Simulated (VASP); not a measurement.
# TiTe2 (P-3m1) in VASP: band structure with PBE

Aim: the band structure of TiTe2 with PBE.

Everything below comes from runs of VASP 6.6.1. Logs are shortened: lines on timing, memory, paths and dates and some standing lists are left out, and cuts for length are marked.

## 1. Starting point

It takes space group P-3m1 (No. 164, trigonal). The conventional cell has a = 3.697 Å, b = 3.697 Å, c = 6.384 Å, α = 90.00°, β = 90.00°, γ = 120.00°. Ti (site symmetry -3m) is surrounded by 6 Te at 2.75 Å. Te (site symmetry 3m) is surrounded by 3 Ti at 2.75 Å.

## 2. Band structure, PBE

File POSCAR:

```
TiTe2
1.0
    3.6970100000      0.0000000000      0.0000000000
   -1.8485050000      3.2017050000      0.0000000000
    0.0000000000      0.0000000000      6.3840190000
Ti Te
1 2
Direct
    0.0000000000      0.0000000000      0.0000000000
    0.6666667000      0.3333333000      0.2710994000
    0.3333333000      0.6666667000      0.7289006000
```

File INCAR.step1:

```
  PREC = Accurate
  ENCUT = 520
  EDIFF = 1E-7
  ISMEAR = 0
  SIGMA = 0.1
  LREAL = F
  LASPH = T
  NELM = 100
  ALGO = Normal
  ISIF = 2
  LWAVE = F
  LCHARG = T
  LMAXMIX = 4
  GGA = PE
  NBANDS = 19
```

File KPOINTS.step1:

```
Automatic mesh
0
Gamma
  15 15 8
```

File INCAR.step2:

```
  PREC = Accurate
  ENCUT = 520
  EDIFF = 1E-7
  ISMEAR = 0
  SIGMA = 0.05
  LREAL = F
  LASPH = T
  NELM = 100
  ALGO = Normal
  ISIF = 2
  LWAVE = F
  LCHARG = F
  LMAXMIX = 4
  GGA = PE
  NBANDS = 19
  ICHARG = 11
```

File KPOINTS.step2:

```
path GMKGALHA,LM,KH
15
line-mode
reciprocal
 0.0000000000  0.0000000000  0.0000000000  G
 0.5000000000  0.0000000000  0.0000000000  M

 0.5000000000  0.0000000000  0.0000000000  M
 0.3333333333  0.3333333333  0.0000000000  K

 0.3333333333  0.3333333333  0.0000000000  K
 0.0000000000  0.0000000000  0.0000000000  G

 0.0000000000  0.0000000000  0.0000000000  G
 0.0000000000  0.0000000000  0.5000000000  A

 0.0000000000  0.0000000000  0.5000000000  A
 0.5000000000  0.0000000000  0.5000000000  L

 0.5000000000  0.0000000000  0.5000000000  L
 0.3333333333  0.3333333333  0.5000000000  H

 0.3333333333  0.3333333333  0.5000000000  H
 0.0000000000  0.0000000000  0.5000000000  A

 0.5000000000  0.0000000000  0.5000000000  L
 0.5000000000  0.0000000000  0.0000000000  M

 0.3333333333  0.3333333333  0.0000000000  K
 0.3333333333  0.3333333333  0.5000000000  H
```

Potentials or basis: VASP PAW PBE potentials, release 64 (Ti_sv, Te).

Run with:

```
cat potpaw_PBE.64/Ti_sv/POTCAR potpaw_PBE.64/Te/POTCAR > POTCAR
cp INCAR.step1 INCAR
cp KPOINTS.step1 KPOINTS
mpirun -np 1 vasp_std > vasp.out
cp INCAR.step2 INCAR
cp KPOINTS.step2 KPOINTS
mpirun -np 1 vasp_std > vasp.out
```

OUTCAR:

```text
PREC = Accurate
   ENCUT = 520
   EDIFF = 1E-7
   ISMEAR = 0
   LREAL = F
   LASPH = T
   NELM = 100
   ISIF = 2
   GGA = PE
   ICHARG = 11

 ion  position               nearest neighbor table
   1  0.000  0.000  0.000-   2 2.75   3 2.75   2 2.75   3 2.75   2 2.75   3 2.75
   2  0.667  0.333  0.271-   1 2.75   1 2.75   1 2.75   3 3.62   3 3.62   3 3.62
   3  0.333  0.667  0.729-   1 2.75   1 2.75   1 2.75   2 3.62   2 3.62   2 3.62

  LATTYP: Found a hexagonal cell.
 ALAT       =     3.6970100000
 C/A-ratio  =     1.7268059865

  Lattice vectors:

 A1 = (   3.6970100000,   0.0000000000,   0.0000000000)
 A2 = (  -1.8485050000,   3.2017050000,   0.0000000000)
 A3 = (   0.0000000000,   0.0000000000,   6.3840190000)

Analysis of symmetry for initial positions (statically):
=====================================================================
 Subroutine PRICEL returns:
 Original cell was already a primitive cell.

 Routine SETGRP: Setting up the symmetry group for a
 hexagonal supercell.

 Subroutine GETGRP returns: Found 12 space group operations
 (whereof 12 operations were pure point group operations)
 out of a pool of 24 trial point group operations.

The static configuration has the point symmetry D_3d.

Analysis of symmetry for dynamics (positions and initial velocities):
=====================================================================
 Subroutine PRICEL returns:
 Original cell was already a primitive cell.

 Routine SETGRP: Setting up the symmetry group for a
 hexagonal supercell.

 Subroutine GETGRP returns: Found 12 space group operations
 (whereof 12 operations were pure point group operations)
 out of a pool of 24 trial point group operations.

The dynamic configuration has the point symmetry D_3d.

 Subroutine INISYM returns: Found 12 space group operations
 (whereof 12 operations are pure point group operations),
 and found     1 'primitive' translations

----------------------------------------------------------------------------------------

                                     Primitive cell

  volume of cell :      75.5659

  direct lattice vectors                    reciprocal lattice vectors
[... 72 lines left out ...]
 SYSTEM =  unknown system
   PREC   = accura    normal or accurate (medium, high low for compatibility)
   ISTART =      0    job   : 0-new  1-cont  2-samecut
   ICHARG =     11    charge: 1-file 2-atom 10-const
   ISPIN  =      1    spin polarized calculation?
   LNONCOLLINEAR =      F non collinear calculations
   LSORBIT =      F    spin-orbit coupling
   LASPH  =      T    aspherical Exc in radial PAW
   ENCUT  =  520.0 eV  38.22 Ry    6.18 a.u.   6.87  6.87 11.87*2*pi/ulx,y,z
   NELM   =    100;   NELMIN=  2; NELMDL=  0     # of ELM steps
   EDIFF  = 0.1E-06   stopping-criterion for ELM
   LREAL  =      F    real-space projection
   EDIFFG = 0.1E-05   stopping-criterion for IOM
   NSW    =      0    number of steps for IOM
   IBRION =     -1    ionic relax: 0-MD 1-quasi-New 2-CG
   NFREE  =      0    steps in history (QN), initial steepest desc. (CG)
   ISIF   =      2    stress and relaxation
   ISYM   =      2    0-nonsym 1-usesym 2-fastsym
   POTIM  = 0.5000    time-step for ionic-motion
   TEBEG  =    0.0;   TEEND  =   0.0 temperature during run
   PSTRESS=    0.0 pullay stress
   NELECT =      24.0000    total number of electrons
   NUPDOWN=      -1.0000    fix difference up-down
   EMIN   =  10.00;   EMAX   =-10.00  energy-range for DOS
   EFERMI =   0.00;   METHOD = LEGACY
   ISMEAR =     0;   SIGMA  =   0.05  broadening in eV -4-tet -1-fermi 0-gaus
   EFERMI_NEDOS =   21; number of points for ismear=-14 and -15
   IALGO  =     38    algorithm
   IMIX   =      4    mixing-type and parameters
     AMIX     =   0.40;   BMIX     =  1.00
     AMIX_MAG =   1.60;   BMIX_MAG =  1.00
  volume/ion in A,a.u.               =      25.19       169.98
  Fermi-wavevector in a.u.,A,eV,Ry     =   1.116957  2.110743 16.974539  1.247593
  Thomas-Fermi vector in A             =   2.253576
   LORBIT       =      0    0 simple, 1 ext, 2 COOP (PROOUT), +10 PAW based schemes
   GGA     = PE    functional components
   LHFCALC =     F    Hartree Fock is set to
   AEXX    =    0.0000 exact exchange contribution
   IVDW    =     0    specifies the selected vdW correction
   LEPSILON=     F    determine dielectric tensor
   LRPA    =     F    only Hartree local field effects (RPA)
 non-spin polarized calculation
 Gauss-broadening in eV      SIGMA  =   0.05
  energy-cutoff  :      520.00
  volume of cell :       75.57
 maximum number of plane-waves:      2066
 NGX is ok and might be reduce to    28

 number of electron      24.0000002 magnetization

 Free energy of the ion-electron system (eV)
  ---------------------------------------------------
  ext. energy  EPLUGINS =         0.00000000
  ---------------------------------------------------
  free energy    TOTEN  =       -15.51438330 eV

  energy without entropy =      -15.51140246  energy(sigma->0) =      -15.51289288

 E-fermi :   7.9068     XC(G=0): -10.1700

 val. band max:        7.8966847483   @ k =   0.0952   0.0952   0.0000
 cond. band min:       7.9077630371   @ k =   0.1190   0.1190   0.0000
 fundamental gap:      0.0110782888
 Fermi energy:         7.9068205601

 k-point     1 :       0.0000    0.0000    0.0000
  band No.  band energies     occupation
      1     -49.7765      2.00000
      2     -26.0411      2.00000
      3     -26.0411      2.00000
      4     -26.0075      2.00000
      5      -5.1715      2.00000
      6      -3.4731      2.00000
[... 505 lines left out ...]
      6      -2.8475      2.00000
[... 11 lines left out ...]
     18      12.0264      0.00000
     19      15.0267      0.00000

 [... further k-points ...]
[... 5 lines left out ...]
  --------------------------------------------------------------------------------------
  -------------------------------------------------------------------------------------
  Total        7.3422896      7.3422915     10.9631329      0.0000000      0.0000000      0.0000000
  in kB      155.6739629    155.6740039    232.4444344      0.0000000      0.0000000      0.0000000
  external PRESSURE =     181.2641338 kB  Pullay stress =       0.0000000 kB

 VOLUME and BASIS-vectors are now :
 -----------------------------------------------------------------------------
  energy-cutoff  :      520.00
  volume of cell :       75.57
      direct lattice vectors                 reciprocal lattice vectors
     3.697010000  0.000000000  0.000000000     0.270488855  0.156166792  0.000000000
    -1.848505000  3.201705000  0.000000000     0.000000000  0.312333585  0.000000000
     0.000000000  0.000000000  6.384019000     0.000000000  0.000000000  0.156641138

 POSITION                                       TOTAL-FORCE (eV/Angst)
 -----------------------------------------------------------------------------------
      0.00000      0.00000      0.00000        -0.000000      0.000000      0.000000
      1.84851      1.06723      1.73070         0.000000      0.000000     -0.178609
     -0.00000      2.13447      4.65332         0.000000     -0.000000      0.178609
 -----------------------------------------------------------------------------------
    total drift:                               -0.000000     -0.000000      0.000000

  FREE ENERGIE OF THE ION-ELECTRON SYSTEM (eV)
  ---------------------------------------------------
  free  energy   TOTEN  =       -15.5143832986 eV

  energy  without entropy=      -15.5114024609  energy(sigma->0) =      -15.51289288
```

Wall time 2.7 min (1 thread of Intel Xeon 6975P-C (Granite Rapids), shared host); peak memory 0.39 GiB.

What came out:

- Band gap along the path: none (metal or under the smearing width)

Levels at the corners of the path, in eV from the Fermi level:
```csv
point,band 9,band 10,band 11,band 12,band 13,band 14,band 15,band 16
Γ,-1.62,0.23,0.43,0.43,0.69,1.26,1.26,3.09
M,-2.95,-2.54,-1.74,-1.18,-0.06,1.27,1.63,2.41
M,-2.95,-2.54,-1.74,-1.18,-0.06,1.27,1.63,2.41
K,-3.94,-2.50,-2.48,-2.48,1.11,1.54,1.54,2.10
K,-3.94,-2.50,-2.48,-2.48,1.11,1.54,1.54,2.10
Γ,-1.62,0.23,0.43,0.43,0.69,1.26,1.26,3.09
Γ,-1.62,0.23,0.43,0.43,0.69,1.26,1.26,3.09
A,-1.53,-1.53,0.42,0.42,0.84,0.84,1.08,3.65
A,-1.53,-1.53,0.42,0.42,0.84,0.84,1.08,3.65
L,-2.60,-2.10,-0.95,-0.47,-0.41,1.26,1.62,2.57
L,-2.60,-2.10,-0.95,-0.47,-0.41,1.26,1.62,2.57
H,-3.81,-3.58,-1.78,-1.78,0.98,0.98,1.12,3.17
H,-3.81,-3.58,-1.78,-1.78,0.98,0.98,1.12,3.17
A,-1.53,-1.53,0.42,0.42,0.84,0.84,1.08,3.65
L,-2.60,-2.10,-0.95,-0.47,-0.41,1.26,1.62,2.57
M,-2.95,-2.54,-1.74,-1.18,-0.06,1.27,1.63,2.41
K,-3.94,-2.50,-2.48,-2.48,1.11,1.54,1.54,2.10
H,-3.81,-3.58,-1.78,-1.78,0.98,0.98,1.12,3.17
```

Caveat: the log is that of the step along the path at fixed density, whose energy, stress, charges and moments have no meaning; spin-orbit coupling is left out, which moves the levels of the heavy elements; this functional lacks dispersion, which binds the layers, so the pressure and a relaxed spacing across them are unreliable.
